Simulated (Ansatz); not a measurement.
InP:

```
CELL_PARAMETERS angstrom
0.00000 2.76883 2.76883
2.76883 0.00000 2.76883
2.76883 2.76883 0.00000
ATOMIC_POSITIONS crystal
In 0.00000 0.00000 0.00000
P 0.50000 0.50000 0.50000
```

Measurements of this composition are mostly on another form, of space group No. 216.

```yaml
Program: Ansatz 0.2.0
Task: relaxation of cell and atoms
Functional: PBEsol
Potentials_or_basis: Ansatz PAW
Cutoff: "420 eV (not typed: the program's choice for these potentials)"
k_mesh: 8 × 8 × 8
Occupations: fermi-dirac, width 0.05 eV
Spin: no spin polarisation
```

At the start: volume 21.23 Å³/atom.

How do energy, volume and symmetry change on relaxing?

It ends after 5 steps and the volume is 20.31 Å³/atom (-4.3 %); space group Fm-3m (No. 225, to 0.05 Å).

Step by step:
```csv
step,energy change (eV),largest force (eV/Å),volume (Å³)
1,0.0000,0.0000,42.45
2,-0.0093,0.0000,39.31
3,-0.0206,0.0000,40.73
4,-0.0207,0.0000,40.62
5,-0.0202,0.0000,40.62
```

Final structure:
```
CELL_PARAMETERS angstrom
0.00000 2.72842 2.72842
2.72842 0.00000 2.72842
2.72842 2.72842 0.00000
ATOMIC_POSITIONS crystal
In 0.00000 0.00000 0.00000
P 0.50000 0.50000 0.50000
```

Caveat: the plane-wave basis is chosen anew once the cell has moved, so the energies of steps on either side of that aren't comparable; the PAW data sets come from PBE, with cores solved anew for the run's functional, which leaves a small shift of forces and pressure.
